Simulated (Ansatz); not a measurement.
# BN (CsCl type): the cost of one run

Method: DFT PBE, with the methods named in each step, in Ansatz 0.2.0.

## Step 1: The system as given

It takes space group Pm-3m (No. 221, cubic). The conventional cell has a = 2.320 Å, b = 2.320 Å, c = 2.320 Å, α = 90.00°, β = 90.00°, γ = 90.00°. B (site symmetry m-3m) is surrounded by 8 N at 2.01 Å. Around N (site symmetry m-3m) lie 8 B at 2.01 Å.

Structure file:

```cif
data_structure
_symmetry_space_group_name_H-M 'P 1'
_symmetry_Int_Tables_number 1
_cell_length_a 2.3204
_cell_length_b 2.3204
_cell_length_c 2.3204
_cell_angle_alpha 90.000
_cell_angle_beta 90.000
_cell_angle_gamma 90.000
_cell_volume 12.49
loop_
_atom_site_label
_atom_site_type_symbol
_atom_site_fract_x
_atom_site_fract_y
_atom_site_fract_z
_atom_site_occupancy
B1 B 0.00000 0.00000 0.00000 1
N1 N 0.50000 0.50000 0.50000 1
```

Whether this phase is the stable one at these pressures isn't tested.

Atoms are numbered in the order of the input: B1, N2.

## Step 2: The reference volume, LAPW

File input.yaml:

```yaml
crystal:
  lattice:
    - [2.3203634545, 0.0, 0.0]
    - [0.0, 2.3203634545, 0.0]
    - [0.0, 0.0, 2.3203634545]
  atoms:
    - { symbol: B, position: [0.0, 0.0, 0.0] }
    - { symbol: "N", position: [0.5, 0.5, 0.5] }
kpoints:
  mp_grid: { grid: [14, 14, 14] }
  band_path:
    path:
      - [0.0, 0.0, 0.0]
      - [0.0, 0.5, 0.0]
      - [0.5, 0.5, 0.0]
      - [0.0, 0.0, 0.0]
      - [0.5, 0.5, 0.5]
      - [0.0, 0.5, 0.0]
      - [0.5, 0.5, 0.5]
      - [0.5, 0.5, 0.0]
    npoints: 14
scf:
  occupations: { method: fermi_dirac, width: 0.05 }
hamiltonian:
  xc: pbe
  pseudopotentials: { kind: all_electron, lapw: { basis_error: 0.001 } }
output:
  forces: true
  stress: true
  eigenvalues: true
  populations: true
  dos: { projected: true, de: 0.2, e_range: [-14, 8] }
```

On the command line:

```sh
$ ansatz run input.yaml --threads 1 --pin off --max-ram 2048MiB --backend cpu --events-out ev --progress --plain --runs-dir out
```

**Question.** How long does this run take on 1 thread of Arm Neoverse V1, shared host, and how much memory does it need?

About 8.2 s, with a peak of 0.28 GiB.
